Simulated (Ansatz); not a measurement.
FeO:

```
CELL_PARAMETERS angstrom
1.51768 0.87623 2.51579
-1.51768 0.87623 2.51579
0.00000 -1.75247 2.51579
ATOMIC_POSITIONS crystal
Fe 0.00000 0.00000 0.00000
O 0.50000 0.50000 0.50000
```

Base run:

* Program: Ansatz 0.2.0
* Functional: PBE
* Potentials or basis: Ansatz PAW
* Cutoff: 420 eV (not typed: the program's choice for these potentials)
* k mesh: 8 × 8 × 8
* Occupations: gaussian, width 0.05 eV
* Spin: collinear spin, ferromagnetic start
* Starting moments: [3.0, 0.0] μB

Its results: pressure -0.6 GPa; site moments Fe +3.45; O +0.32 μB.

The run is repeated on the same cell with these changes: moments at the start from [3.0, 0.0] to [2.0, 0.0]; fixed moment from none to 2 μB. What comes out?

Pressure -17.1 GPa; site moments Fe +1.88; O -0.02 μB.

Caveats: a cell with one magnetic atom can't hold antiferromagnetic order, which such compounds often take; the total moment is fixed, so each spin has its own Fermi level (some runs); the thresholds are loose for stress (some runs).
